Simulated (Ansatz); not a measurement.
The system is SiNi.

```
CELL_PARAMETERS angstrom
4.50369 0.00000 0.00000
0.00000 4.50369 0.00000
0.00000 0.00000 4.50369
ATOMIC_POSITIONS crystal
Ni 0.14950 0.14950 0.14950
Ni 0.64950 0.35050 0.85050
Ni 0.85050 0.64950 0.35050
Ni 0.35050 0.85050 0.64950
Si 0.84683 0.84683 0.84683
Si 0.34683 0.65317 0.15317
Si 0.15317 0.34683 0.65317
Si 0.65317 0.15317 0.34683
```

The cell is a database's computed one.

Base run:

- Program: Ansatz 0.2.0
- Functional: PBEsol
- Potentials or basis: Ansatz PAW
- Cutoff: 420 eV (not typed: the program's choice for these potentials)
- k mesh: 6 × 6 × 6
- Occupations: fermi-dirac, width 0.05 eV
- Spin: collinear spin, ferromagnetic start
- Starting moments: [1.0, 1.0, 1.0, 1.0, 0.0, 0.0, 0.0, 0.0] μB
- Hubbard terms: Ni d U = 1 eV

Its results: band gap on the k mesh none (metal or under the smearing width); pressure -5.0 GPa; net moment 0.00 μB per cell; largest force 0.055 eV/Å.

The run is repeated on the same cell with these changes: hubbard terms from Ni d U = 1 eV to Ni d U = 5 eV. What comes out?

Band gap on the k mesh none (metal or under the smearing width); pressure -5.7 GPa; net moment 0.00 μB per cell; largest force 0.115 eV/Å.

Caveats: the magnetic or orbital state may not be the lowest; the PAW data sets come from PBE, with cores solved anew for the run's functional, which leaves a small shift of forces and pressure; the U is typed as a test and isn't derived for this compound; the starting moments weren't kept.
